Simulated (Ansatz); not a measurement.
One crystal and one scan (frozen-phonon scan) at two levels, r2SCAN (plane waves to 500 eV, PAW, scalar-relativistic; Ansatz, a program for electronic structure) and PBE (plane waves to 420 eV, PAW, scalar-relativistic; Ansatz), each from its own relaxed cell and on its own mesh. The cell shown is that of r2SCAN.

Starting cell, ZrO2 (fluorite):

```
ZrO2
1.0
    0.00000     5.08914     5.08914
    2.54457     2.54457     5.08914
    2.54457     2.54457     0.00000
Zr O
2 4
Cartesian
  0.00000   0.00000   0.00000
  2.54457   5.08914   2.54457
  1.27229   1.27229   1.27229
  1.27229   3.81686   3.81686
  3.81686   3.81686   3.81686
  3.81686   6.36143   6.36143
```

A phonon eigenvector at X = (0.5, 0.5, 0.0) is frozen into this cell: atom i moves by Q times the vector below, so Q is the largest atomic displacement, in Å. The cell is held. (q is in reciprocal vectors of the primitive cell; the cell shown is doubled to hold the pattern.)

```json
[
 {"atom": "O3", "x": "0.000", "y": "0.000", "z": "1.000"},
 {"atom": "O4", "x": "0.000", "y": "0.000", "z": "-1.000"},
 {"atom": "O5", "x": "0.000", "y": "0.000", "z": "1.000"},
 {"atom": "O6", "x": "0.000", "y": "0.000", "z": "-1.000"}
]
```

Atoms not listed stay in place.

The PAW data are Ansatz's earlier set. This is a high-temperature form of ZrO2. ZrO2 is run without spin polarisation. ZrO2 was relaxed with its symmetry unable to fall. Percentages come from the unrounded values.

Results of r2SCAN:

```
Property                                                                                                                                                    Result
----------------------------------------------------------------------------------------  ------------------------------------------------------------------------
Lattice constant a (Å)                                                                                                                                       5.089
Depth of the well (fit) (meV/cell)                                                                                                                             131
Harmonic wavenumber from the curvature (finite differences) (cm⁻¹ (negative: imaginary))                                                                      -217
Shape of the curve                                                                        a double well: the undisplaced structure is a maximum between two minima
```

Estimate the PBE values.


| quantity | PBE | r2SCAN − PBE |
|---|---|---|
| Lattice constant a (Å) | 5.116 | -0.027 (-0.5 %) |
| Depth of the well (fit) (meV/cell) | 147 | -16 (-11 %) |
| Harmonic wavenumber from the curvature (finite differences) (cm⁻¹ (negative: imaginary)) | -220 | +3 (+1 %) |

r2SCAN gives the lower value for: lattice constant a; depth of the well. They agree on: harmonic wavenumber from the curvature (within 1.5 %). Both give the same shape of the curve: a double well: the undisplaced structure is a maximum between two minima. Neither level is exact: the differences show how much the result hangs on the functional.

(A displaced cell: forces are minus the slopes of the energy, force constants its curvatures, and phonons follow from these.)
